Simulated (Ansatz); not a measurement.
**SrCl2: stress in a strained cell**

Aim: deform SrCl2 (equal xx and yy strain of +2 %) and compute stress, forces and field gradients with LAPW, PAW and all-electron datasets made for the crystal.

Method: DFT LDA, scalar-relativistic, in Ansatz 0.2.0.

## Step 1: The system as given

It takes space group Fm-3m (No. 225, cubic). Conventional cell: a = 6.971 Å, b = 6.971 Å, c = 6.971 Å, α = 90.00°, β = 90.00°, γ = 90.00°. Around Sr (site symmetry m-3m) lie 8 Cl at 3.02 Å. Cl (site symmetry -43m) is surrounded by 4 Sr at 3.02 Å.

Structure file:

```
CELL_PARAMETERS angstrom
0.00000 3.48550 3.48550
3.48550 0.00000 3.48550
3.48550 3.48550 0.00000
ATOMIC_POSITIONS crystal
Sr 0.00000 0.00000 0.00000
Cl 0.25000 0.25000 0.25000
Cl 0.75000 0.75000 0.75000
```

Atoms are numbered in the order of the input: Sr1, Cl2, Cl3.

## Step 2: The deformed structure

Space group Fm-3m before, I4/mmm after.

## Step 3: LAPW, all electrons

input.yaml reads:

```yaml
crystal:
  lattice:
    - [0.0, 3.55521, 3.4855]
    - [3.55521, 0.0, 3.4855]
    - [3.55521, 3.55521, 0.0]
  atoms:
    - { symbol: Sr, position: [0.0, 0.0, 0.0] }
    - { symbol: Cl, position: [0.25, 0.25, 0.25] }
    - { symbol: Cl, position: [0.75, 0.75, 0.75] }
kpoints:
  mp_grid: { grid: [8, 8, 8] }
  band_path:
    path:
      - [0.0, 0.0, 0.0]
      - [0.0, 0.5, 0.5]
      - [0.25, 0.75, 0.5]
      - [0.0, 0.5, 0.0]
      - [0.0, 0.0, 0.0]
      - [0.5, 0.5, 0.0]
      - [0.38005, 0.61995, 0.0]
      - [-0.38005, 0.38005, 0.0]
      - [0.0, 0.0, 0.0]
    npoints: 5
scf:
  occupations: { method: fermi_dirac, width: 0.01 }
hamiltonian:
  xc: lda
  pseudopotentials: { kind: all_electron, lapw: { basis_error: 0.001 } }
output:
  forces: true
  stress: true
  eigenvalues: true
```

Run with:

```
ansatz run input.yaml --threads 1 --pin off --max-ram 4096MiB --backend cpu --events-out ev --progress --plain --runs-dir out
```

## Step 4: Frozen-core PAW

input.yaml reads:

```yaml
crystal:
  lattice:
    - [0.0, 3.55521, 3.4855]
    - [3.55521, 0.0, 3.4855]
    - [3.55521, 3.55521, 0.0]
  atoms:
    - { symbol: Sr, position: [0.0, 0.0, 0.0] }
    - { symbol: Cl, position: [0.25, 0.25, 0.25] }
    - { symbol: Cl, position: [0.75, 0.75, 0.75] }
kpoints:
  mp_grid: { grid: [8, 8, 8] }
scf:
  occupations: { method: fermi_dirac, width: 0.01 }
hamiltonian:
  xc: lda
  pseudopotentials: { kind: paw }
output:
  forces: true
  stress: true
  eigenvalues: true
  efg: { contact_densities: true }
  write_density: true
  write_potential: true
  elf: true
  volumetric_format: npy
```

## Step 5: Datasets made for this crystal

input.yaml: that of step 4 with these lines changed.

```diff
@@ -15,3 +15,3 @@
   xc: lda
-  pseudopotentials: { kind: paw }
+  pseudopotentials: { kind: all_electron, datasets: crystal }
 output:
@@ -21,5 +21 @@
   efg: { contact_densities: true }
-  write_density: true
-  write_potential: true
-  elf: true
-  volumetric_format: npy
```

(Steps that only read results are left out.)

**Question.** What will these runs give? Wanted: pressure; largest shear or deviatoric stress.

The runs gave:

| quantity | value |
| --- | --- |
| pressure | LAPW -3.87, PAW -3.88, crystal datasets -3.87 GPa |
| largest shear or deviatoric stress (LAPW) | 0.63 GPa |

In words: The largest part of the stress beyond the pressure is 0.63 GPa in size, in the zz component; the atoms are carried along and not relaxed. No run of the undeformed cell stands beside it, so the pressure holds what the given cell had before the change. PAW: stress within 0.01 GPa of LAPW. Crystal datasets: stress within 0.01 GPa of LAPW.
